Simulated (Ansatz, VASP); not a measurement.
**Two plane-wave programs on Cu**

```
Cu
1.0
     2.52059    0.00000    0.00000
    -1.26030    2.18290    0.00000
     0.00000    0.00000   25.29131
Cu
6
Direct
  0.66667 0.33333 0.29657
  0.33333 0.66667 0.37745
  0.66667 0.33333 0.45900
  0.33333 0.66667 0.54100
  0.66667 0.33333 0.62255
  0.33333 0.66667 0.70343
```

Alike in both runs: functional PBEsol; k mesh 15 × 15 × 1; occupations gaussian, width 0.1 eV; no spin polarisation.

Ansatz relaxed the structure, and its values are those at the end. VASP's run is a single point on that final structure, the one shown.

|  | VASP | Ansatz |
| --- | --- | --- |
| version | VASP 6.6.1 | Ansatz 0.2.0 |
| potentials or method | VASP PAW PBE potentials, release 64 (Cu) | scalar-relativistic, plane waves, PAW |
| plane-wave cutoff (eV) | 520 | 420 |
| valence electrons in the cell | 66 | 114 |

|  | VASP | Ansatz | Ansatz less VASP |
| --- | --- | --- | --- |
| gap on the k mesh at the Fermi level (eV) | none | none | - |
| rms of the force components (eV/Å) | 0.008 | 0.000 | -0.0077 |

A gap of «none» marks a metal or a gap that the smearing closes. The two sets of potentials don't hold the same shells in valence.

Caveats: the PAW data sets were made with another functional, which shifts forces and pressure a little (VASP).
